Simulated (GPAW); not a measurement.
# Li2S (Fm-3m) in GPAW: equation of state

Aim: energy against volume of Li2S in PBEsol, for its equilibrium volume and stiffness.

Program: GPAW 26.7.0. These are calculated values, not measurements. Logs are shortened: lines on timing, memory, paths and dates and some standing lists are left out, and cuts for length are marked. The log counts tension as positive stress, the text compression.

**1. Starting point**

It takes space group Fm-3m (No. 225, cubic). The conventional cell has a = 5.689 Å, b = 5.689 Å, c = 5.689 Å, α = 90.00°, β = 90.00°, γ = 90.00°. S (site symmetry m-3m) is surrounded by 8 Li at 2.46 Å. Li (site symmetry -43m) is surrounded by 4 S at 2.46 Å.

**2. Equation of state, PBEsol**

Input file run.py:

```python
from ase import Atoms
from ase.eos import EquationOfState
from ase.io import Trajectory
from ase.units import GPa
from gpaw import GPAW, PW, setup_paths

setup_paths.insert(0, '.')

atoms = Atoms(['S', 'Li', 'Li'],
              cell=[[0.0, 2.8445, 2.8445],
                    [2.8445, 0.0, 2.8445],
                    [2.8445, 2.8445, 0.0]],
              scaled_positions=[[0.0, 0.0, 0.0],
                                [0.75, 0.75, 0.75],
                                [0.25, 0.25, 0.25]],
              pbc=True)

traj = Trajectory('eos.traj', 'w')
volumes, energies = [], []
for x in [0.94, 0.96, 0.98, 1.0, 1.02, 1.04, 1.06]:
    a = atoms.copy()
    a.set_cell(atoms.cell * x**(1 / 3), scale_atoms=True)
    calc = GPAW(mode=PW(800),
                xc='PBEsol',
                kpts={'size': (8, 8, 8), 'gamma': True},
                occupations={'name': 'fermi-dirac', 'width': 0.05},
                nbands=12,
                convergence={'density': 1e-05, 'energy': 1e-05},
                maxiter=150,
                txt=f'eos-{x:.2f}.txt')
    a.calc = calc
    energies.append(a.get_potential_energy(force_consistent=True))
    volumes.append(a.get_volume())
    p = -a.get_stress()[:3].mean() / GPa
    calc.write(f'eos-{x:.2f}.gpw')
    traj.write(a)
    print(f'{x:.2f} {volumes[-1]:10.4f} A^3 {energies[-1]:14.6f} eV {p:9.3f} GPa', flush=True)

v0, e0, B = EquationOfState(volumes, energies, eos='birchmurnaghan').fit()
print(f'V0 = {v0:.4f} A^3, E0 = {e0:.6f} eV, B0 = {B / GPa:.2f} GPa')
```

Potentials or basis: PAW data sets generated in the run's folder for this functional, pw.

Started as:

```bash
$ gpaw-setup -f PBEsol Li S
$ OMP_NUM_THREADS=1 python run.py
```

What it wrote:

```text
__  _  _
 | _ |_)|_||  |
 |__||  | ||/\| - 26.7.0

Input parameters:
  mode=PW(ecut=800.0),
  convergence={'density': 1e-05, 'energy': 1e-05},
  kpts=MonkhorstPack(size=(8, 8, 8), gamma=True),
  maxiter=150,
  nbands=12,
  occupations=Occupations(name='fermi-dirac', width=0.05),
  xc=XC(name='PBEsol')

Diagonalizing LCAO Hamiltonian
Converting LCAO to pw mode

                    Li

           Li

       S

Atoms  # Å, Bohr magnetons
|   | symbol |        x |        y |        z |    initial magnetic moments |
|---|--------|----------|----------|----------|-----------------------------|
| 0 |      S | 0.000000 | 0.000000 | 0.000000 | ( 0.0000,  0.0000,  0.0000) |
| 1 |     Li | 4.179649 | 4.179649 | 4.179649 | ( 0.0000,  0.0000,  0.0000) |
| 2 |     Li | 1.393216 | 1.393216 | 1.393216 | ( 0.0000,  0.0000,  0.0000) |

Unit cell  # Å
| periodic |        x |        y |        z |  lengths |    angles |
|----------|----------|----------|----------|----------|-----------|
|      yes | 0.000000 | 2.786433 | 2.786433 | 3.940611 | 60.000000 |
|      yes | 2.786433 | 0.000000 | 2.786433 | 3.940611 | 60.000000 |
|      yes | 2.786433 | 2.786433 | 0.000000 | 3.940611 | 60.000000 |

Number of symmetries: 48
Symmetry operations  # r_c * U_cc + t_c -> r_c
|    | kind |            matrix            |
|----|------|------------------------------|
|  0 |  σ   |  1, 0, 0,  1, 0,-1,  1,-1, 0 |
|  1 |  C2  |  1, 0, 0,  1,-1, 0,  1, 0,-1 |
|  2 |  E   |  1, 0, 0,  0, 1, 0,  0, 0, 1 |
|  3 |  σ   |  1, 0, 0,  0, 0, 1,  0, 1, 0 |
|  4 |  C4  |  1, 0,-1,  1, 0, 0,  1,-1, 0 |
|  5 |  S6  |  1, 0,-1,  1,-1, 0,  1, 0, 0 |
|  6 |  σ   |  1, 0,-1,  0, 1,-1,  0, 0,-1 |
|  7 |  C3  |  1, 0,-1,  0, 0,-1,  0, 1,-1 |
|  8 |  S6  |  1,-1, 0,  1, 0, 0,  1, 0,-1 |
|  9 |  C4  |  1,-1, 0,  1, 0,-1,  1, 0, 0 |
| 10 |  C3  |  1,-1, 0,  0,-1, 1,  0,-1, 0 |
| 11 |  σ   |  1,-1, 0,  0,-1, 0,  0,-1, 1 |
| 12 |  σ   |  0, 1, 0,  1, 0, 0,  0, 0, 1 |
| 13 |  C4  |  0, 1, 0,  0, 1,-1, -1, 1, 0 |
| 14 |  C3  |  0, 1, 0,  0, 0, 1,  1, 0, 0 |
| 15 |  S6  |  0, 1, 0, -1, 1, 0,  0, 1,-1 |
| 16 |  C2  |  0, 1,-1,  1, 0,-1,  0, 0,-1 |
| 17 |  σ   |  0, 1,-1,  0, 1, 0, -1, 1, 0 |
| 18 |  S4  |  0, 1,-1,  0, 0,-1,  1, 0,-1 |
| 19 |  C4  |  0, 1,-1, -1, 1, 0,  0, 1, 0 |
| 20 |  C3  |  0, 0, 1,  1, 0, 0,  0, 1, 0 |
| 21 |  σ   |  0, 0, 1,  0, 1, 0,  1, 0, 0 |
| 22 |  S6  |  0, 0, 1,  0,-1, 1, -1, 0, 1 |
| 23 |  C4  |  0, 0, 1, -1, 0, 1,  0,-1, 1 |
| 24 |  S4  |  0, 0,-1,  1, 0,-1,  0, 1,-1 |
| 25 |  C3  |  0, 0,-1,  0, 1,-1,  1, 0,-1 |
| 26 |  C2  |  0, 0,-1,  0,-1, 0, -1, 0, 0 |
| 27 |  S6  |  0, 0,-1, -1, 0, 0,  0,-1, 0 |
| 28 |  S4  |  0,-1, 1,  1,-1, 0,  0,-1, 0 |
| 29 |  C4  |  0,-1, 1,  0, 0, 1, -1, 0, 1 |
| 30 |  C2  |  0,-1, 1,  0,-1, 0,  1,-1, 0 |
| 31 |  σ   |  0,-1, 1, -1, 0, 1,  0, 0, 1 |
| 32 |  C3  |  0,-1, 0,  1,-1, 0,  0,-1, 1 |
| 33 |  S6  |  0,-1, 0,  0, 0,-1, -1, 0, 0 |
| 34 |  S4  |  0,-1, 0,  0,-1, 1,  1,-1, 0 |
| 35 |  C2  |  0,-1, 0, -1, 0, 0,  0, 0,-1 |
| 36 |  C2  | -1, 1, 0,  0, 1, 0,  0, 1,-1 |
| 37 |  S6  | -1, 1, 0,  0, 1,-1,  0, 1, 0 |
| 38 |  S4  | -1, 1, 0, -1, 0, 1, -1, 0, 0 |
| 39 |  C3  | -1, 1, 0, -1, 0, 0, -1, 0, 1 |
| 40 |  S6  | -1, 0, 1,  0, 0, 1,  0,-1, 1 |
| 41 |  C2  | -1, 0, 1,  0,-1, 1,  0, 0, 1 |
| 42 |  C3  | -1, 0, 1, -1, 1, 0, -1, 0, 0 |
| 43 |  S4  | -1, 0, 1, -1, 0, 0, -1, 1, 0 |
| 44 |  C2  | -1, 0, 0,  0, 0,-1,  0,-1, 0 |
| 45 |  i   | -1, 0, 0,  0,-1, 0,  0, 0,-1 |
| 46 |  σ   | -1, 0, 0, -1, 1, 0, -1, 0, 1 |
| 47 |  C2  | -1, 0, 0, -1, 0, 1, -1, 1, 0 |

BZ-sampling:
  Number of BZ points: 512
  Number of IBZ points: 29

  Monkhorst-Pack size: [8, 8, 8]
  Monkhorst-Pack shift: [0.0625, 0.0625, 0.0625]

K-points  # in reciprocal-cell coordinates
|     |                                coordinates |     weight |
|-----|--------------------------------------------|------------|
|   0 | (  0.00000000,   0.00000000,   0.00000000) | 0.00195312 |
|   1 | (  0.12500000,   0.12500000,   0.00000000) | 0.01171875 |
|   2 | (  0.12500000,   0.12500000,   0.12500000) | 0.01562500 |
|   3 | (  0.25000000,   0.12500000,   0.12500000) | 0.02343750 |
|   4 | (  0.25000000,   0.25000000,   0.00000000) | 0.01171875 |
|   5 | (  0.25000000,   0.25000000,   0.12500000) | 0.04687500 |
|   6 | (  0.25000000,   0.25000000,   0.25000000) | 0.01562500 |
|   7 | (  0.37500000,   0.25000000,  -0.37500000) | 0.04687500 |
|   8 | (  0.37500000,   0.25000000,   0.12500000) | 0.04687500 |
|   9 | (  0.37500000,   0.25000000,   0.25000000) | 0.04687500 |
| ... |                                            |            |
|  28 | (  0.50000000,   0.50000000,   0.50000000) | 0.00781250 |

Plane wave coefficients: 2252
Cutoff: 800.0 eV

Spin-components: 1 (collinear spins)
Bands:           12
Projectors:      15
Spin-degeneracy: 2
Datatype:        complex128

Parallelization:
  kpt:    1
  domain: 1
  band:   1

Density:
  Valence electrons: 8.0
  Components: 1
  Grid points: [27 27 27]
  Charge: 0.0  # |e|

Potential:
  Grid points: [27 27 27]

species:
  S:
    name:    Sulfur
    Z:       16.0
    valence: 6
    core:    10
    charge:  0.0  # [|e|]
    compensation charges:
      type: gauss
      rc: 0.24  # [Å]
      lmax: 2
    cutoffs:
      filter: 1.77  # [Å]
      core: 1.66  # [Å]
    projectors
    | kind |    occ | energy [eV] | rcut [Å] |
    |------|--------|-------------|----------|
    |   3s |  2.000 |     -17.192 |    0.974 |
    |   3p |  4.000 |      -6.978 |    0.979 |
    |    s |        |      10.020 |    0.974 |
    |    p |        |      20.234 |    0.979 |
    |    d |        |       0.000 |    0.900 |

    Using partial waves for S as LCAO basis

  Li:
    name:    Lithium
    Z:       3.0
    valence: 1
    core:    2
    charge:  0.0  # [|e|]
    compensation charges:
      type: gauss
      rc: 0.33  # [Å]
      lmax: 2
    cutoffs:
      filter: 1.91  # [Å]
      core: 2.55  # [Å]
    projectors
    | kind |    occ | energy [eV] | rcut [Å] |
    |------|--------|-------------|----------|
    |   2s |  1.000 |      -2.822 |    1.058 |
    |   2p |  0.000 |      -1.056 |    1.058 |
    |    s |        |      24.389 |    1.058 |
    |    p |        |      26.155 |    1.058 |
    |    d |        |       0.000 |    1.058 |

    Using partial waves for Li as LCAO basis

Reference energy: -11242.271076  # eV

eigensolver:
  PPCG
  Converge bands: occupied
  niter=2

density mixing:
  MSR1-Mixer
  Pratt-step length: 0.05
  Maximum mixing coefficient: 0.75
  Old densities: 10
  SVD Regularization: 0.005
  Good broyden scale: 1.0
  Trust region scale: 1.0
  Backstep threshold: 4.0
  History deletion threshold: 6.0
  Fourier metric: weight=20.0, sigma=0.015

occupation numbers:
  Fermi-Dirac:
    width: 0.0500  # eV

poisson solver:
  ecut: 6400.0  # eV

xc functional:
  name: PBEsol with 2 nearest neighbor stencil

convergence criteria:
- Maximum integral of absolute [dens]ity change: 1e-05 electrons / valence electron
- Maximum [total energy] change in last 3 cyles: 1e-05 eV / valence electron
- Maximum integral of absolute [eigenst]ate change: 4e-08 eV^2 / valence electron
maximum number of iterations: 150

SCF iterations
|iter     | |      energy | eigst |  dens |
|---------|-|-------------|-------|-------|
|iter:   1| |  -12.389311 | -0.34 |       |
|iter:   2| |  -12.366221 | -2.18 | -0.99 |
|iter:   3| |  -12.332291 | -2.06 | -1.01 |
|iter:   4| |  -12.336950 | -3.33 | -1.59 |
|iter:   5| |  -12.337405 | -4.01 | -2.10 |
|iter:   6| |  -12.337436 | -5.35 | -2.99 |
|iter:   7| |  -12.337439c| -6.74 | -3.52 |
|iter:   8| |  -12.337439c| -7.75c| -4.88 |
|iter:   9| |  -12.337439c| -8.26c| -5.20c|

Converged in 9 steps
Energy contributions relative to reference atoms: (reference = -11242.271076)

Energy contributions:
  Kinetic:          16.142583
  Coulomb:         -15.356103
  Zero:              0.102236
  External:          0.000000
  Xc:              -13.226155
  Entropy:          -0.000000
  Spinorbit:         0.000000
  ----------------------------
  Free energy:     -12.337439
  Extrapolated:    -12.337439

dipole moment: (-17.815246, -17.815246, -17.815246)  # |e|*Ang

Fermi level: 3.769
Eigenvalues  # (at kpt = [0.000, 0.000, 0.000])
| band index |      eig [eV] | occ [0-2] |
|------------|---------------|-----------|
|          0 |        -9.407 |     2.000 |
|          1 |         1.812 |     2.000 |
|          2 |         1.812 |     2.000 |
|          3 |         1.812 |     2.000 |
|          4 |         6.245 |     0.000 |
|          5 |         7.966 |     0.000 |
|          6 |         7.966 |     0.000 |
|          7 |         7.966 |     0.000 |
|          8 |        14.430 |     0.000 |
|          9 |        14.430 |     0.000 |
|         10 |        14.430 |     0.000 |
|         11 |        19.822 |     0.000 |

Gap: 3.163 eV
Transition (v -> c):
  (s=0, k=0, n=3, [0.00, 0.00, 0.00]) -> (s=0, k=24, n=4, [0.50, 0.50, 0.00])
Direct/indirect transitions are different
Direct gap: 4.432 eV
Transition at: (s=0, k=0, n=3, [0.00, 0.00, 0.00])

Stress tensor  # eV/Ang^3
|         x |         y |         z |
|-----------|-----------|-----------|
| -0.013879 | -0.000000 | -0.000000 |
| -0.000000 | -0.013879 |  0.000000 |
| -0.000000 |  0.000000 | -0.013879 |

# Writing to eos-0.94.gpw (mode='')
```

Wall time 86 s (1 thread of Arm Neoverse V2, shared host); peak memory 0.33 GiB.

What came out:

| Item | Value |
| --- | --- |
| Equilibrium volume | 15.14 Å³/atom |
| Bulk modulus | 42 GPa |
| Pressure derivative of the bulk modulus | 3.9 |

Energy against volume, from the lowest point:
```csv
volume (Å³/atom),energy (meV/atom)
14.423,4.76
14.730,1.45
15.037,0.00
15.344,0.24
15.650,2.01
15.957,5.17
16.264,9.58
```
